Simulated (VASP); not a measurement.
# FeCo (Wairauite) (Pm-3m) in VASP: equation of state

Aim: energy against volume of FeCo (Wairauite) in PBE, for its equilibrium volume and stiffness.

Everything below comes from runs of VASP 6.6.1. Logs are shortened: lines on timing, memory, paths and dates and some standing lists are left out, and cuts for length are marked.

### 1 The crystal as given

The structure is cubic, space group Pm-3m (No. 221). The conventional cell has a = 2.857 Å, b = 2.857 Å, c = 2.857 Å, α = 90.00°, β = 90.00°, γ = 90.00°. Around Co (site symmetry m-3m) lie 8 Fe at 2.47 Å. Fe (site symmetry m-3m) is surrounded by 8 Co at 2.47 Å.

### 2 Equation of state, PBE, collinear spin, ferromagnetic start, 10.96 Å³/atom (volume scaled by 0.94)

Input file INCAR:

```
SYSTEM = FeCo
PREC = Accurate ; ENCUT = 520
EDIFF = 1E-7 ; ISMEAR = -1
SIGMA = 0.05 ; LREAL = .False.
LASPH = .True. ; NELM = 150
ALGO = Normal ; ISIF = 2
LWAVE = .False. ; LCHARG = .False.
ISPIN = 2 ; MAGMOM = 2 3
LORBIT = 11 ; LMAXMIX = 4
GGA = PE ; NBANDS = 20
```

Input file KPOINTS:

```
Automatic mesh
0
Gamma
  9 9 9
  0 0 0
```

Input file POSCAR:

```
FeCo
1.0
    2.7986775126      0.0000000000      0.0000000000
    0.0000000000      2.7986775126      0.0000000000
    0.0000000000      0.0000000000      2.7986775126
Co Fe
1 1
Direct
    0.0000000000      0.0000000000      0.0000000000
    0.5000000000      0.5000000000      0.5000000000
```

Potentials or basis: VASP PAW PBE potentials, release 64 (Co, Fe).

Launch:

```sh
$ cat potpaw_PBE.64/Co/POTCAR potpaw_PBE.64/Fe/POTCAR > POTCAR
$ mpirun -np 1 vasp_std > vasp.out
```

OUTCAR:

```text
SYSTEM = FeCo
   PREC = Accurate
   ENCUT = 520
   EDIFF = 1E-7
   ISMEAR = -1
   LREAL = .False.
   LASPH = .True.
   NELM = 150
   ISIF = 2
   ISPIN = 2
   LORBIT = 11
   GGA = PE

 Found     35 irreducible k-points:

 Following reciprocal coordinates:
            Coordinates               Weight
  0.000000  0.000000  0.000000      1.000000
  0.111111  0.000000  0.000000      6.000000
  0.222222  0.000000  0.000000      6.000000
  0.333333  0.000000  0.000000      6.000000
  0.444444  0.000000  0.000000      6.000000
  0.111111  0.111111  0.000000     12.000000
   k-points           NKPTS =     35   k-points in BZ     NKDIM =     35   number of bands    NBANDS=     20
   number of dos      NEDOS =    301   number of ions     NIONS =      2
   total plane-waves  NPLWV =  13824
   dimension x,y,z NGX =    24 NGY =   24 NGZ =   24
   dimension x,y,z NGXF=    48 NGYF=   48 NGZF=   48
   ions per type =               1   1
   NGX,Y,Z   is equivalent  to a cutoff of  14.26, 14.26, 14.26 a.u.
   NGXF,Y,Z  is equivalent  to a cutoff of  28.51, 28.51, 28.51 a.u.
 SYSTEM =  FeCo
   PREC   = accura    normal or accurate (medium, high low for compatibility)
   ISTART =      0    job   : 0-new  1-cont  2-samecut
   ICHARG =      2    charge: 1-file 2-atom 10-const
   ISPIN  =      2    spin polarized calculation?
   LNONCOLLINEAR =      F non collinear calculations
   LSORBIT =      F    spin-orbit coupling
   LASPH  =      T    aspherical Exc in radial PAW
   ENCUT  =  520.0 eV  38.22 Ry    6.18 a.u.   5.20  5.20  5.20*2*pi/ulx,y,z
   NELM   =    150;   NELMIN=  2; NELMDL= -5     # of ELM steps
   EDIFF  = 0.1E-06   stopping-criterion for ELM
   LREAL  =      F    real-space projection
   EDIFFG = 0.1E-05   stopping-criterion for IOM
   NSW    =      0    number of steps for IOM
   IBRION =     -1    ionic relax: 0-MD 1-quasi-New 2-CG
   NFREE  =      0    steps in history (QN), initial steepest desc. (CG)
   ISIF   =      2    stress and relaxation
   ISYM   =      2    0-nonsym 1-usesym 2-fastsym
   POTIM  = 0.5000    time-step for ionic-motion
   TEBEG  =    0.0;   TEEND  =   0.0 temperature during run
   PSTRESS=    0.0 pullay stress
   NELECT =      17.0000    total number of electrons
   NUPDOWN=      -1.0000    fix difference up-down
   EMIN   =  10.00;   EMAX   =-10.00  energy-range for DOS
   EFERMI =   0.00;   METHOD = LEGACY
   ISMEAR =    -1;   SIGMA  =   0.05  broadening in eV -4-tet -1-fermi 0-gaus
   EFERMI_NEDOS =   21; number of points for ismear=-14 and -15
   IALGO  =     38    algorithm
   IMIX   =      4    mixing-type and parameters
     AMIX     =   0.40;   BMIX     =  1.00
     AMIX_MAG =   1.60;   BMIX_MAG =  1.00
  volume/ion in A,a.u.               =      10.96        73.96
  Fermi-wavevector in a.u.,A,eV,Ry     =   1.504082  2.842303 30.779966  2.262264
  Thomas-Fermi vector in A             =   2.615108
   LORBIT       =     11    0 simple, 1 ext, 2 COOP (PROOUT), +10 PAW based schemes
   GGA     = PE    functional components
   LHFCALC =     F    Hartree Fock is set to
   AEXX    =    0.0000 exact exchange contribution
   IVDW    =     0    specifies the selected vdW correction
   LEPSILON=     F    determine dielectric tensor
   LRPA    =     F    only Hartree local field effects (RPA)
 spin polarized calculation
  energy-cutoff  :      520.00
  volume of cell :       21.92
 maximum number of plane-waves:       619
 NGX is ok and might be reduce to    24
   NGX = 11   NGY = 11   NGZ = 11

 number of electron      17.0000004 magnetization       4.3416757

 Free energy of the ion-electron system (eV)
  ---------------------------------------------------
  ext. energy  EPLUGINS =         0.00000000
  ---------------------------------------------------
  free energy    TOTEN  =       -15.38239638 eV

  energy without entropy =      -15.36837395  energy(sigma->0) =      -15.37538517

 E-fermi :   8.7107     XC(G=0): -13.3263

 val. band max:        8.6796897738   @ k =   0.3333   0.1111   0.1111
 cond. band min:       8.7332908140   @ k =   0.3333   0.1111   0.0000
 fundamental gap:      0.0536010402
 Fermi energy:         8.7107136913

 spin component 1

 k-point     1 :       0.0000    0.0000    0.0000
  band No.  band energies     occupation
      1      -0.6149      1.00000
      2       3.0609      1.00000
      3       3.0609      1.00000
      4       5.5397      1.00000
      5       5.5397      1.00000
      6       5.5397      1.00000
[... 12 lines left out ...]
     19      33.6595      0.00000
     20      33.6595      0.00000

 k-point     2 :       0.1111    0.0000    0.0000
  band No.  band energies     occupation
      1      -0.3552      1.00000
      2       3.1685      1.00000
      3       3.1702      1.00000
      4       5.5390      1.00000
      5       5.5390      1.00000
      6       5.6082      1.00000
[... 12 lines left out ...]
     19      33.3594      0.00000
     20      33.3594      0.00000

 k-point     3 :       0.2222    0.0000    0.0000
  band No.  band energies     occupation
      1       0.3943      1.00000
      2       3.4401      1.00000
      3       3.4805      1.00000
      4       5.5551      1.00000
      5       5.5552      1.00000
      6       5.8065      1.00000
[... 12 lines left out ...]
     19      31.8609      0.00000
     20      32.9580      0.00000

 k-point     4 :       0.3333    0.0000    0.0000
  band No.  band energies     occupation
      1       1.5238      1.00000
      2       3.6846      1.00000
      3       3.9636      1.00000
      4       5.6337      1.00000
      5       5.6337      1.00000
      6       5.8147      1.00000
[... 12 lines left out ...]
     19      29.3731      0.00000
     20      31.2448      0.00000

 k-point     5 :       0.4444    0.0000    0.0000
  band No.  band energies     occupation
      1       2.7555      1.00000
      2       3.5639      1.00000
      3       4.5634      1.00000
      4       5.2078      1.00000
      5       5.8229      1.00000
      6       5.8229      1.00000
[... 12 lines left out ...]
     19      27.6837      0.00000
     20      29.1721      0.00000

 k-point     6 :       0.1111    0.1111    0.0000
  band No.  band energies     occupation
      1      -0.1011      1.00000
      2       3.2640      1.00000
      3       3.2863      1.00000
      4       5.4083      1.00000
      5       5.5212      1.00000
      6       5.8045      1.00000
[... 12 lines left out ...]
     19      32.7828      0.00000
     20      33.3047      0.00000

 [... further k-points ...]

 spin component 2

 k-point     1 :       0.0000    0.0000    0.0000
  band No.  band energies     occupation
      1      -0.4745      1.00000
      2       4.8613      1.00000
      3       4.8614      1.00000
      4       7.3858      1.00000
      5       7.3858      1.00000
      6       7.3858      1.00000
[... 12 lines left out ...]
     19      33.4237      0.00000
     20      33.4237      0.00000

 k-point     2 :       0.1111    0.0000    0.0000
  band No.  band energies     occupation
      1      -0.2136      1.00000
      2       4.9474      1.00000
      3       4.9884      1.00000
      4       7.3718      1.00000
      5       7.3718      1.00000
      6       7.4550      1.00000
[... 12 lines left out ...]
     19      33.2455      0.00000
     20      33.2455      0.00000

 k-point     3 :       0.2222    0.0000    0.0000
  band No.  band energies     occupation
      1       0.5453      1.00000
      2       5.1141      1.00000
      3       5.3575      1.00000
      4       7.3498      1.00000
      5       7.3498      1.00000
      6       7.6509      1.00000
[... 12 lines left out ...]
     19      32.1237      0.00000
     20      33.8338      0.00000

 k-point     4 :       0.3333    0.0000    0.0000
  band No.  band energies     occupation
      1       1.7197      1.00000
      2       5.0695      1.00000
      3       5.9301      1.00000
      4       7.3625      1.00000
      5       7.3625      1.00000
      6       7.9317      1.00000
[... 12 lines left out ...]
     19      29.8851      0.00000
     20      31.6478      0.00000

 k-point     5 :       0.4444    0.0000    0.0000
  band No.  band energies     occupation
      1       3.1271      1.00000
      2       4.4115      1.00000
      3       6.6128      1.00000
      4       7.4182      1.00000
      5       7.4182      1.00000
      6       7.5777      1.00000
[... 12 lines left out ...]
     19      28.1633      0.00000
     20      29.5810      0.00000

 k-point     6 :       0.1111    0.1111    0.0000
  band No.  band energies     occupation
      1       0.0428      1.00000
      2       5.0658      1.00000
      3       5.0770      1.00000
      4       7.2366      1.00000
      5       7.3408      1.00000
      6       7.6329      1.00000
[... 12 lines left out ...]
     19      32.6972      0.00000
     20      33.2329      0.00000

 [... further k-points ...]

------------------------ aborting loop because EDIFF is reached ----------------------------------------

  FORCE on cell =-STRESS in cart. coord.  units (eV):
  Direction    XX          YY          ZZ          XY          YZ          ZX
  --------------------------------------------------------------------------------------
  -------------------------------------------------------------------------------------
  Total        1.1961815      1.1961815      1.1961815      0.0000000      0.0000000     -0.0000000
  in kB       87.4277036     87.4277036     87.4277036      0.0000000      0.0000000     -0.0000000
  external PRESSURE =      87.4277036 kB  Pullay stress =       0.0000000 kB

 VOLUME and BASIS-vectors are now :
 -----------------------------------------------------------------------------
  energy-cutoff  :      520.00
  volume of cell :       21.92
      direct lattice vectors                 reciprocal lattice vectors
     2.798677513  0.000000000  0.000000000     0.357311621  0.000000000  0.000000000
     0.000000000  2.798677513  0.000000000     0.000000000  0.357311621  0.000000000
     0.000000000  0.000000000  2.798677513     0.000000000  0.000000000  0.357311621

 POSITION                                       TOTAL-FORCE (eV/Angst)
 -----------------------------------------------------------------------------------
      0.00000      0.00000      0.00000         0.000000      0.000000      0.000000
      1.39934      1.39934      1.39934         0.000000      0.000000      0.000000
 -----------------------------------------------------------------------------------
    total drift:                                0.000000      0.000000     -0.000000

  FREE ENERGIE OF THE ION-ELECTRON SYSTEM (eV)
  ---------------------------------------------------
  free  energy   TOTEN  =       -15.3823963786 eV

  energy  without entropy=      -15.3683739524  energy(sigma->0) =      -15.37538517

 total charge

# of ion       s       p       d       tot
------------------------------------------
    1        0.502   0.548   7.275   8.325
    2        0.489   0.564   6.206   7.259
--------------------------------------------------
tot          0.991   1.112  13.481  15.584

 magnetization (x)

# of ion       s       p       d       tot
------------------------------------------
    1       -0.013  -0.058   1.771   1.700
    2       -0.005  -0.049   2.703   2.650
--------------------------------------------------
tot         -0.017  -0.107   4.475   4.350
```

Wall time 32 s (1 thread of Intel Xeon Platinum 8488C (Sapphire Rapids), shared host); peak memory 0.16 GiB.

Results:

| Item | Value |
| --- | --- |
| Free energy | -15.3824 eV |
| Pressure | 8.7 GPa |
| Band gap on the k mesh | none (metal or under the smearing width) |
| Net moment | 4.34 μB per cell |
| Site moments | Co +1.70; Fe +2.65 μB |
| Valence electrons inside the program's atomic spheres | Co 8.32; Fe 7.26 |

### 3 Equation of state, PBE, collinear spin, ferromagnetic start, 11.19 Å³/atom (volume scaled by 0.96)

Input file INCAR:

```
SYSTEM = FeCo
PREC = Accurate ; ENCUT = 520
EDIFF = 1E-7 ; ISMEAR = -1
SIGMA = 0.05 ; LREAL = .FALSE.
LASPH = .TRUE. ; NELM = 120
ALGO = Normal ; ISIF = 2
LWAVE = .FALSE. ; LCHARG = .FALSE.
ISPIN = 2 ; MAGMOM = 2 3
LORBIT = 11 ; LMAXMIX = 4
GGA = PE ; NBANDS = 20
```

Input file KPOINTS:

```
Automatic mesh
0
G
  9 9 9
  0 0 0
```

Input file POSCAR:

```
FeCo
1.0
    2.8183871585      0.0000000000      0.0000000000
    0.0000000000      2.8183871585      0.0000000000
    0.0000000000      0.0000000000      2.8183871585
Co Fe
1 1
Direct
    0.0000000000      0.0000000000      0.0000000000
    0.5000000000      0.5000000000      0.5000000000
```

Potentials or basis: VASP PAW PBE potentials, release 64 (Co, Fe).

Launch:

```sh
$ cat potpaw_PBE.64/Co/POTCAR potpaw_PBE.64/Fe/POTCAR > POTCAR
$ mpirun -np 1 vasp_std > vasp.out
```

Run time: 31 s. Hardware: 1 thread of Intel Xeon Platinum 8488C (Sapphire Rapids), shared host; peak memory 0.16 GiB.

Results (log left out):

```yaml
Free_energy: -15.4011 eV
Pressure: 4.3 GPa
Band_gap_on_the_k_mesh: none (metal or under the smearing width)
Net_moment: 4.39 μB per cell
Site_moments: Co +1.72; Fe +2.69 μB
Valence_electrons_inside_the_program's_atomic_spheres: Co 8.29; Fe 7.21
```

### 4 Equation of state, PBE, collinear spin, ferromagnetic start, 11.43 Å³/atom (volume scaled by 0.98)

Input file INCAR:

```
ALGO = Normal
EDIFF = 1E-7
ENCUT = 520
GGA = PE
ISIF = 2
ISMEAR = -1
ISPIN = 2
LASPH = True
LCHARG = False
LMAXMIX = 4
LORBIT = 11
LREAL = False
LWAVE = False
MAGMOM = 2 3
NBANDS = 20
NELM = 120
PREC = Accurate
SIGMA = 0.05
```

Input file KPOINTS:

```
k-points
0
Gamma
  9 9 9
```

Input file POSCAR:

```
FeCo
1.0
    2.8378249256      0.0000000000      0.0000000000
    0.0000000000      2.8378249256      0.0000000000
    0.0000000000      0.0000000000      2.8378249256
Co Fe
1 1
Direct
    0.0000000000      0.0000000000      0.0000000000
    0.5000000000      0.5000000000      0.5000000000
```

Launch:

```sh
$ cat potpaw_PBE.64/Co/POTCAR potpaw_PBE.64/Fe/POTCAR > POTCAR
$ mpirun -np 1 vasp_std > vasp.out
```

Run time: 27 s. Hardware: 1 thread of Intel Xeon Platinum 8488C (Sapphire Rapids), shared host; peak memory 0.16 GiB.

It converged, with:

```yaml
Free_energy: -15.4077 eV
Pressure: 0.4 GPa
Band_gap_on_the_k_mesh: none (metal or under the smearing width)
Net_moment: 4.45 μB per cell
Site_moments: Co +1.74; Fe +2.73 μB
Valence_electrons_inside_the_program's_atomic_spheres: Co 8.25; Fe 7.17
```

### 5 Equation of state, PBE, collinear spin, ferromagnetic start, 11.89 Å³/atom (volume scaled by 1.02)

Input file INCAR:

```
SYSTEM = FeCo
PREC = Accurate ; ENCUT = 520
EDIFF = 1E-7 ; ISMEAR = -1
SIGMA = 0.05 ; LREAL = .FALSE.
LASPH = .TRUE. ; NELM = 100
ALGO = Normal ; ISIF = 2
LWAVE = .FALSE. ; LCHARG = .FALSE.
ISPIN = 2 ; MAGMOM = 2 3
LORBIT = 11 ; LMAXMIX = 4
GGA = PE ; NBANDS = 20
```

Input file KPOINTS:

```
Automatic mesh
0
G
  9 9 9
  0 0 0
```

Input file POSCAR:

```
FeCo
1.0
    2.8759210812      0.0000000000      0.0000000000
    0.0000000000      2.8759210812      0.0000000000
    0.0000000000      0.0000000000      2.8759210812
Co Fe
1 1
Direct
    0.0000000000      0.0000000000      0.0000000000
    0.5000000000      0.5000000000      0.5000000000
```

Launch:

```sh
$ cat potpaw_PBE.64/Co/POTCAR potpaw_PBE.64/Fe/POTCAR > POTCAR
$ mpirun -np 1 vasp_std > vasp.out
```

Run time: 32 s. Hardware: 1 thread of Intel Xeon Platinum 8488C (Sapphire Rapids), shared host; peak memory 0.16 GiB.

It converged, with:

```yaml
Free_energy: -15.3900 eV
Pressure: -6.2 GPa
Band_gap_on_the_k_mesh: none (metal or under the smearing width)
Net_moment: 4.55 μB per cell
Site_moments: Co +1.77; Fe +2.81 μB
Valence_electrons_inside_the_program's_atomic_spheres: Co 8.18; Fe 7.09
```

### 6 Equation of state, PBE, collinear spin, ferromagnetic start, 12.13 Å³/atom (volume scaled by 1.04)

Input file INCAR:

```
SYSTEM = FeCo
ALGO = Normal
EDIFF = 1E-7
ENCUT = 520
GGA = PE
ISIF = 2
ISMEAR = -1
ISPIN = 2
LASPH = .True.
LCHARG = .False.
LMAXMIX = 4
LORBIT = 11
LREAL = .False.
LWAVE = .False.
MAGMOM = 2 3
NBANDS = 20
NELM = 150
PREC = Accurate
SIGMA = 0.05
```

Input file KPOINTS:

```
k-points
0
Gamma
  9 9 9
  0 0 0
```

Input file POSCAR:

```
FeCo
1.0
    2.8945964167      0.0000000000      0.0000000000
    0.0000000000      2.8945964167      0.0000000000
    0.0000000000      0.0000000000      2.8945964167
Co Fe
1 1
Direct
    0.0000000000      0.0000000000      0.0000000000
    0.5000000000      0.5000000000      0.5000000000
```

Potentials or basis: VASP PAW PBE potentials, release 64 (Co, Fe).

Launch:

```sh
$ cat potpaw_PBE.64/Co/POTCAR potpaw_PBE.64/Fe/POTCAR > POTCAR
$ mpirun -np 1 vasp_std > vasp.out
```

Run time: 30 s. Hardware: 1 thread of Intel Xeon Platinum 8488C (Sapphire Rapids), shared host; peak memory 0.16 GiB.

The run converged. Its results:

| Item | Value |
| --- | --- |
| Free energy | -15.3678 eV |
| Pressure | -9.0 GPa |
| Band gap on the k mesh | none (metal or under the smearing width) |
| Net moment | 4.59 μB per cell |
| Site moments | Co +1.79; Fe +2.84 μB |
| Valence electrons inside the program's atomic spheres | Co 8.15; Fe 7.05 |

### 7 Equation of state, PBE, collinear spin, ferromagnetic start, 12.36 Å³/atom (volume scaled by 1.06)

Input file INCAR:

```
SYSTEM = FeCo
PREC = Accurate
ENCUT = 520
EDIFF = 1E-7
ISMEAR = -1
SIGMA = 0.05
LREAL = .False.
LASPH = .True.
NELM = 120
ALGO = Normal
ISIF = 2
LWAVE = .False.
LCHARG = .False.
ISPIN = 2
MAGMOM = 2 3
LORBIT = 11
LMAXMIX = 4
GGA = PE
NBANDS = 20
```

Input file KPOINTS:

```
Automatic mesh
0
Gamma
  9 9 9
  0 0 0
```

Input file POSCAR:

```
FeCo
1.0
    2.9130338337      0.0000000000      0.0000000000
    0.0000000000      2.9130338337      0.0000000000
    0.0000000000      0.0000000000      2.9130338337
Co Fe
1 1
Direct
    0.0000000000      0.0000000000      0.0000000000
    0.5000000000      0.5000000000      0.5000000000
```

Launch:

```sh
$ cat potpaw_PBE.64/Co/POTCAR potpaw_PBE.64/Fe/POTCAR > POTCAR
$ mpirun -np 1 vasp_std > vasp.out
```

Run time: 31 s. Hardware: 1 thread of Intel Xeon Platinum 8488C (Sapphire Rapids), shared host; peak memory 0.16 GiB.

The run converged. Its results:

```
Free energy                                           : -15.3377 eV
Pressure                                              : -11.6 GPa
Band gap on the k mesh                                : none (metal or under the smearing width)
Net moment                                            : 4.62 μB per cell
Site moments                                          : Co +1.80; Fe +2.87 μB
Valence electrons inside the program's atomic spheres : Co 8.12; Fe 7.02
```

### 8 Equation of state, PBE, collinear spin, ferromagnetic start

This step only gathers the single runs of the series.

What came out:

| Item | Value |
| --- | --- |
| Equilibrium volume | 11.45 Å³/atom |
| Bulk modulus | 179 GPa |
| Pressure derivative of the bulk modulus | 4.4 (rough: it moves with the points fitted) |

Energy against volume, from the lowest point:
| volume (Å³/atom) | energy (meV/atom) |
| --- | --- |
| 10.960 | 12.64 |
| 11.194 | 3.29 |
| 11.427 | 0.00 |
| 11.660 | 2.05 |
| 11.893 | 8.85 |
| 12.126 | 19.95 |
| 12.360 | 34.99 |
